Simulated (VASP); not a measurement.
Write the native input for VASP 6.6.1 that does the following.

| Property | Result |
| --- | --- |
| Task | single point |
| Functional | r2SCAN |
| Potentials or basis | VASP PAW PBE potentials, release 64 (Ta_pv, C) |
| Cutoff | 520 eV |
| k mesh | 6 × 6 × 4, shifted |
| Occupations | gaussian, width 0.1 eV |
| Spin | no spin polarisation |
| Dipole correction | no |
| Further INCAR settings | ALGO = Normal; EDIFF = 1e-06; NBANDS = 20; ISYM = 0 |

The system is Ta2C.

```
CELL_PARAMETERS angstrom
3.10590 0.00000 0.00000
-1.55295 2.68979 0.00000
0.00000 0.00000 4.94640
ATOMIC_POSITIONS crystal
Ta 0.33333 0.66667 0.25201
Ta 0.66667 0.33333 0.74799
C 0.00000 0.00000 0.00000
```

These files were run (other wordings do the same):

POSCAR

```
Ta2C
1.0
    3.1059007354      0.0000000000      0.0000000000
   -1.5529503677      2.6897889385      0.0000000000
    0.0000000000      0.0000000000      4.9464000000
Ta C
2 1
Direct
    0.3333333333      0.6666666667      0.2520100000
    0.6666666667      0.3333333333      0.7479900000
    0.0000000000      0.0000000000      0.0000000000
```

INCAR.step1

```
SYSTEM = Ta2C
PREC     = Accurate       ! precision mode
ENCUT    = 520            ! plane-wave cutoff, eV
ISMEAR   = 0              ! smearing method
SIGMA    = 0.1            ! smearing width, eV
LREAL    = .False.        ! projectors in reciprocal space
LASPH    = .True.         ! aspherical terms in the spheres
NELM     = 100            ! most SCF steps
NBANDS   = 20             ! bands
GGA      = PE             ! functional
ALGO     = Normal         ! electronic algorithm
EDIFF    = 1E-4           ! SCF threshold, eV
LWAVE    = .True.         ! write WAVECAR
LCHARG   = .False.        ! write CHGCAR
ISYM     = 0
```

INCAR.step2

```
SYSTEM = Ta2C
PREC     = Accurate       ! precision mode
ENCUT    = 520            ! plane-wave cutoff, eV
EDIFF    = 1E-6           ! SCF threshold, eV
ISMEAR   = 0              ! smearing method
SIGMA    = 0.1            ! smearing width, eV
LREAL    = .False.        ! projectors in reciprocal space
LASPH    = .True.         ! aspherical terms in the spheres
NELM     = 100            ! most SCF steps
ALGO     = Normal         ! electronic algorithm
ISIF     = 2              ! what is computed and relaxed
LWAVE    = .False.        ! write WAVECAR
LCHARG   = .False.        ! write CHGCAR
METAGGA  = R2SCAN         ! meta-GGA
LMIXTAU  = .True.       
NBANDS   = 20             ! bands
ISTART   = 1            
ISYM     = 0
```

KPOINTS

```
Automatic mesh
0
Gamma
  6 6 4
  0.5 0.5 0.5
```

Potentials or basis: VASP PAW PBE potentials, release 64 (Ta_pv, C).

Run with:

```bash
$ cat potpaw_PBE.64/Ta_pv/POTCAR potpaw_PBE.64/C/POTCAR > POTCAR
$ cp INCAR.step1 INCAR
$ mpirun -np 1 vasp_std > vasp.out
$ cp INCAR.step2 INCAR
$ mpirun -np 1 vasp_std > vasp.out
```

Results of the run:

- Pressure: 1.9 GPa
- Largest force: 0.117 eV/Å
- Band gap on the k mesh: none (metal or under the smearing width)

Caveat: the k mesh is coarse (spacing up to 0.39 Å⁻¹), so the values aren't converged; the PAW data sets were made with another functional, which shifts forces and pressure a little.

Wall time 5.2 min on 1 thread of Intel(R) Xeon(R) Platinum 8488C (Sapphire Rapids) (shared host), peak memory 0.28 GiB.
